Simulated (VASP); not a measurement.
A run of VASP 6.6.1 is set up as follows.

Contents of POSCAR:

```
Li2O
1.0
    0.0000000000      2.2863730496      2.2863730496
    2.2863730496      0.0000000000      2.2863730496
    2.2863730496      2.2863730496      0.0000000000
Li O
2 1
Direct
    0.2500000000      0.2500000000      0.2500000000
    0.7500000000      0.7500000000      0.7500000000
    0.0000000000      0.0000000000      0.0000000000
```

Contents of INCAR.step1:

```
SYSTEM = Li2O
PREC = Accurate
ENCUT = 520
ISMEAR = 0
SIGMA = 0.02
LREAL = .False.
LASPH = .True.
NELM = 80
NBANDS = 13
GGA = PE
ALGO = Normal
EDIFF = 1E-4
LWAVE = .True.
LCHARG = .False.
```

Contents of INCAR.step2:

```
SYSTEM = Li2O
PREC = Accurate
ENCUT = 520
EDIFF = 1E-6
ISMEAR = 0
SIGMA = 0.02
LREAL = .False.
LASPH = .True.
NELM = 80
ALGO = Normal
ISIF = 2
LWAVE = .False.
LCHARG = .False.
METAGGA = R2SCAN
LMIXTAU = .True.
NBANDS = 13
ISTART = 1
```

The input KPOINTS:

```
regular mesh
0
Gamma
  8 8 8
  0 0 0
```

Potentials or basis: VASP PAW PBE potentials, release 64 (Li_sv, O).

Launch:

```console
$ cat potpaw_PBE.64/Li_sv/POTCAR potpaw_PBE.64/O/POTCAR > POTCAR
$ cp INCAR.step1 INCAR
$ mpirun -np 1 vasp_std > vasp.out
$ cp INCAR.step2 INCAR
$ mpirun -np 1 vasp_std > vasp.out
```

Estimate the band gap on the k mesh.

5.73 eV, indirect (least direct gap 6.35 eV).

 A k mesh can miss the band edges.
